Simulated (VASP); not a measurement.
# NaI (Fm-3m) in VASP: further runs

One crystal, NaI, is run at these levels: PBE; tasks: single point.

Program: VASP 6.6.1. These are calculated values, not measurements. Logs are shortened: lines on timing, memory, paths and dates and some standing lists are left out, and cuts for length are marked.

**1. The crystal as given**

The structure is cubic, space group Fm-3m (No. 225). Conventional cell: a = 6.473 Å, b = 6.473 Å, c = 6.473 Å, α = 90.00°, β = 90.00°, γ = 90.00°. I (site symmetry m-3m) has 6 Na at 3.24 Å as nearest neighbours. Na (site symmetry m-3m) is surrounded by 6 I at 3.24 Å.

**2. Single point, PBE**

The input, INCAR:

```
SYSTEM = NaI
PREC = Accurate ; ENCUT = 450
EDIFF = 1E-6 ; ISMEAR = 0
SIGMA = 0.5 ; LREAL = .FALSE.
LASPH = .TRUE. ; NELM = 100
ALGO = Normal ; ISIF = 2
LWAVE = .FALSE. ; LCHARG = .FALSE.
GGA = PE ; NBANDS = 14
ADDGRID = .FALSE.
```

The input, KPOINTS:

```
Automatic mesh
0
G
  5 5 5
  0 0 0
```

The input, POSCAR:

```
NaI
1.0
    0.0000000000      3.2364000000      3.2364000000
    3.2364000000      0.0000000000      3.2364000000
    3.2364000000      3.2364000000      0.0000000000
I Na
1 1
Direct
    0.5000000000      0.5000000000      0.5000000000
    0.0000000000      0.0000000000      0.0000000000
```

Potentials or basis: VASP PAW PBE potentials, release 64 (I, Na_pv).

On the command line:

```
$ cat potpaw_PBE.64/I/POTCAR potpaw_PBE.64/Na_pv/POTCAR > POTCAR
$ mpirun -np 1 vasp_std > vasp.out
```

OUTCAR:

```text
SYSTEM = NaI
   PREC = Accurate
   ENCUT = 450
   EDIFF = 1E-6
   ISMEAR = 0
   LREAL = .FALSE.
   LASPH = .TRUE.
   NELM = 100
   ISIF = 2
   GGA = PE

 Found     10 irreducible k-points:

 Following reciprocal coordinates:
            Coordinates               Weight
  0.000000  0.000000  0.000000      1.000000
  0.200000  0.000000  0.000000      8.000000
  0.400000  0.000000  0.000000      8.000000
  0.200000  0.200000  0.000000      6.000000
  0.400000  0.200000  0.000000     24.000000
 -0.400000  0.200000  0.000000     24.000000
   k-points           NKPTS =     10   k-points in BZ     NKDIM =     10   number of bands    NBANDS=     14
   number of dos      NEDOS =    301   number of ions     NIONS =      2
   total plane-waves  NPLWV =  32768
   dimension x,y,z NGX =    32 NGY =   32 NGZ =   32
   dimension x,y,z NGXF=    64 NGYF=   64 NGZF=   64
   ions per type =               1   1
   NGX,Y,Z   is equivalent  to a cutoff of  11.62, 11.62, 11.62 a.u.
   NGXF,Y,Z  is equivalent  to a cutoff of  23.25, 23.25, 23.25 a.u.
 SYSTEM =  NaI
   PREC   = accura    normal or accurate (medium, high low for compatibility)
   ISTART =      0    job   : 0-new  1-cont  2-samecut
   ICHARG =      2    charge: 1-file 2-atom 10-const
   ISPIN  =      1    spin polarized calculation?
   LNONCOLLINEAR =      F non collinear calculations
   LSORBIT =      F    spin-orbit coupling
   LASPH  =      T    aspherical Exc in radial PAW
   ENCUT  =  450.0 eV  33.07 Ry    5.75 a.u.   7.92  7.92  7.92*2*pi/ulx,y,z
   NELM   =    100;   NELMIN=  2; NELMDL= -5     # of ELM steps
   EDIFF  = 0.1E-05   stopping-criterion for ELM
   LREAL  =      F    real-space projection
   EDIFFG = 0.1E-04   stopping-criterion for IOM
   NSW    =      0    number of steps for IOM
   IBRION =     -1    ionic relax: 0-MD 1-quasi-New 2-CG
   NFREE  =      0    steps in history (QN), initial steepest desc. (CG)
   ISIF   =      2    stress and relaxation
   ISYM   =      2    0-nonsym 1-usesym 2-fastsym
   POTIM  = 0.5000    time-step for ionic-motion
   TEBEG  =    0.0;   TEEND  =   0.0 temperature during run
   PSTRESS=    0.0 pullay stress
   NELECT =      14.0000    total number of electrons
   NUPDOWN=      -1.0000    fix difference up-down
   EMIN   =  10.00;   EMAX   =-10.00  energy-range for DOS
   EFERMI =   0.00;   METHOD = LEGACY
   ISMEAR =     0;   SIGMA  =   0.50  broadening in eV -4-tet -1-fermi 0-gaus
   EFERMI_NEDOS =   21; number of points for ismear=-14 and -15
   IALGO  =     38    algorithm
   IMIX   =      4    mixing-type and parameters
     AMIX     =   0.40;   BMIX     =  1.00
     AMIX_MAG =   1.60;   BMIX_MAG =  1.00
  volume/ion in A,a.u.               =      33.90       228.76
  Fermi-wavevector in a.u.,A,eV,Ry     =   0.967636  1.828567 12.739397  0.936319
  Thomas-Fermi vector in A             =   2.097538
   LORBIT       =      0    0 simple, 1 ext, 2 COOP (PROOUT), +10 PAW based schemes
   GGA     = PE    functional components
   LHFCALC =     F    Hartree Fock is set to
   AEXX    =    0.0000 exact exchange contribution
   IVDW    =     0    specifies the selected vdW correction
   LEPSILON=     F    determine dielectric tensor
   LRPA    =     F    only Hartree local field effects (RPA)
 non-spin polarized calculation
 Gauss-broadening in eV      SIGMA  =   0.50
  energy-cutoff  :      450.00
  volume of cell :       67.80
 maximum number of plane-waves:      1479
   NGX = 15   NGY = 15   NGZ = 15

 number of electron      13.9999991 magnetization

 Free energy of the ion-electron system (eV)
  ---------------------------------------------------
  ext. energy  EPLUGINS =         0.00000000
  ---------------------------------------------------
  free energy    TOTEN  =        -5.38406758 eV

  energy without entropy =       -5.38406756  energy(sigma->0) =       -5.38406757

 E-fermi :   2.6931     XC(G=0):  -7.7046

 val. band max:        0.8073883261   @ k =   0.0000   0.0000   0.0000
 cond. band min:       4.4471416982   @ k =   0.0000   0.0000   0.0000
 fundamental gap:      3.6397533720
 Fermi energy:         2.6930572126

 k-point     1 :       0.0000    0.0000    0.0000
  band No.  band energies     occupation
      1     -21.6327      2.00000
      2     -21.6327      2.00000
      3     -21.6327      2.00000
      4     -10.2099      2.00000
      5       0.8074      2.00000
      6       0.8074      2.00000
      7       0.8074      2.00000
      8       4.4471      0.00000
      9       8.7364      0.00000
     10       8.7364      0.00000
     11       8.7364      0.00000
     12      10.5546      0.00000
     13      10.5546      0.00000
     14      11.2429      0.00000

 k-point     2 :       0.2000    0.0000    0.0000
  band No.  band energies     occupation
      1     -21.6345      2.00000
      2     -21.6328      2.00000
      3     -21.6328      2.00000
      4     -10.1069      2.00000
      5      -0.1525      2.00000
      6       0.7045      2.00000
      7       0.7045      2.00000
      8       5.4781      0.00000
      9       8.2202      0.00000
     10       8.8985      0.00000
     11       8.8985      0.00000
     12      10.0920      0.00000
     13      10.0920      0.00000
     14      11.4582      0.00000
[... 37 lines left out ...]
      1     -21.6363      2.00000
      2     -21.6336      2.00000
      3     -21.6335      2.00000
      4      -9.9254      2.00000
      5      -0.8800      2.00000
      6       0.2119      2.00000
      7       0.3524      2.00000
      8       6.3749      0.00000
      9       7.5033      0.00000
     10       8.1608      0.00000
     11       9.3999      0.00000
     12      11.0845      0.00000
     13      12.4327      0.00000
     14      12.9258      0.00000

 k-point     6 :      -0.4000    0.2000    0.0000
  band No.  band energies     occupation
      1     -21.6371      2.00000
      2     -21.6342      2.00000
      3     -21.6333      2.00000
      4      -9.8624      2.00000
      5      -1.1201      2.00000
      6      -0.0883      2.00000
      7       0.4147      2.00000
      8       6.6604      0.00000
      9       7.4636      0.00000
     10       8.8793      0.00000
     11       9.1967      0.00000
     12      11.5477      0.00000
     13      11.7272      0.00000
     14      12.7238      0.00000

 [... further k-points ...]

------------------------ aborting loop because EDIFF is reached ----------------------------------------

  FORCE on cell =-STRESS in cart. coord.  units (eV):
  Direction    XX          YY          ZZ          XY          YZ          ZX
  --------------------------------------------------------------------------------------
  -------------------------------------------------------------------------------------
  Total        0.1631382      0.1631382      0.1631382      0.0000000     -0.0000000     -0.0000000
  in kB        3.8552237      3.8552237      3.8552237      0.0000000     -0.0000000     -0.0000000
  external PRESSURE =       3.8552237 kB  Pullay stress =       0.0000000 kB

 VOLUME and BASIS-vectors are now :
 -----------------------------------------------------------------------------
  energy-cutoff  :      450.00
  volume of cell :       67.80
      direct lattice vectors                 reciprocal lattice vectors
     0.000000000  3.236400000  3.236400000    -0.154492646  0.154492646  0.154492646
     3.236400000  0.000000000  3.236400000     0.154492646 -0.154492646  0.154492646
     3.236400000  3.236400000  0.000000000     0.154492646  0.154492646 -0.154492646

 POSITION                                       TOTAL-FORCE (eV/Angst)
 -----------------------------------------------------------------------------------
      3.23640      3.23640      3.23640        -0.000000     -0.000000     -0.000000
      0.00000      0.00000      0.00000         0.000000      0.000000      0.000000
 -----------------------------------------------------------------------------------
    total drift:                                0.000000     -0.000000     -0.000000

  FREE ENERGIE OF THE ION-ELECTRON SYSTEM (eV)
  ---------------------------------------------------
  free  energy   TOTEN  =        -5.3840675844 eV

  energy  without entropy=       -5.3840675631  energy(sigma->0) =       -5.38406757
```

stdout:

```text
POSCAR found type information on POSCAR I Na
 POSCAR found :  2 types and       2 ions
 scaLAPACK will be used
 LDA part: xc-table for (Slater+PW92), standard interpolation
 POSCAR, INCAR and KPOINTS ok, starting setup
 FFT: planning ... GRIDC
 FFT: planning ... GRID_SOFT
 FFT: planning ... GRID
 WAVECAR not read
 entering main loop
```

Wall time 8 s (1 thread of Intel Xeon Platinum 8488C (Sapphire Rapids), shared host); peak memory 0.17 GiB.

These settings aren't checked as converged: the numbers below hold their error.

What came out:

```yaml
Free_energy: -5.3841 eV
Pressure: 0.4 GPa
Band_gap_on_the_k_mesh: 3.64 eV, direct
```

Caveat: spin-orbit coupling is left out, which moves the levels of the heavy elements.

**3. Single point, PBE**

INCAR: that of step 2 with these lines changed.

```diff
@@ -3,3 +3,3 @@
 EDIFF = 1E-6 ; ISMEAR = 0
-SIGMA = 0.5 ; LREAL = .FALSE.
+SIGMA = 0.2 ; LREAL = .FALSE.
 LASPH = .TRUE. ; NELM = 100
```

KPOINTS is that of step 2.

POSCAR is that of step 2.

Potentials or basis: VASP PAW PBE potentials, release 64 (I, Na_pv).

On the command line:

```
$ cat potpaw_PBE.64/I/POTCAR potpaw_PBE.64/Na_pv/POTCAR > POTCAR
$ mpirun -np 1 vasp_std > vasp.out
```

Run time: 7.7 s. Hardware: 1 thread of Intel Xeon Platinum 8488C (Sapphire Rapids), shared host; peak memory 0.17 GiB.

The run converged, but some of its settings lie outside the range that counts as converged, so its numbers aren't taken as properties of the crystal.

What came out:

```
Free energy            : -5.3841 eV
Pressure               : 0.4 GPa
Band gap on the k mesh : 3.64 eV, direct
```

Caveat: spin-orbit coupling is left out, which moves the levels of the heavy elements.

**4. Single point, PBE**

INCAR: that of step 3 with these lines changed.

```diff
@@ -3,3 +3,3 @@
 EDIFF = 1E-6 ; ISMEAR = 0
-SIGMA = 0.2 ; LREAL = .FALSE.
+SIGMA = 0.1 ; LREAL = .FALSE.
 LASPH = .TRUE. ; NELM = 100
```

KPOINTS is that of step 3.

POSCAR is that of step 3.

On the command line:

```
$ cat potpaw_PBE.64/I/POTCAR potpaw_PBE.64/Na_pv/POTCAR > POTCAR
$ mpirun -np 1 vasp_std > vasp.out
```

It used 4.6 s of CPU time on 1 thread of Intel(R) Xeon(R) Platinum 8488C (Sapphire Rapids), on a shared host, which was overloaded at the time.

These settings aren't checked as converged: the numbers below hold their error.

Results:

* Free energy: -5.3841 eV
* Pressure: 0.4 GPa
* Band gap on the k mesh: 3.64 eV, direct

Caveat: spin-orbit coupling is left out, which moves the levels of the heavy elements.

**5. Single point, PBE**

INCAR: that of step 4 with these lines changed.

```diff
@@ -3,3 +3,3 @@
 EDIFF = 1E-6 ; ISMEAR = 0
-SIGMA = 0.1 ; LREAL = .FALSE.
+SIGMA = 0.01 ; LREAL = .FALSE.
 LASPH = .TRUE. ; NELM = 100
```

KPOINTS is that of step 4.

POSCAR is that of step 4.

On the command line:

```
$ cat potpaw_PBE.64/I/POTCAR potpaw_PBE.64/Na_pv/POTCAR > POTCAR
$ mpirun -np 1 vasp_std > vasp.out
```

It used 4.5 s of CPU time on 1 thread of Intel(R) Xeon(R) Platinum 8488C (Sapphire Rapids), with other jobs on the host, which was overloaded at the time.

The run converged, but some of its settings lie outside the range that counts as converged, so its numbers aren't taken as properties of the crystal.

Results:

| Item | Value |
| --- | --- |
| Free energy | -5.3841 eV |
| Pressure | 0.4 GPa |
| Band gap on the k mesh | 3.64 eV, direct |

Caveat: spin-orbit coupling is left out, which moves the levels of the heavy elements.

(Part 1 of 2 ends here.)
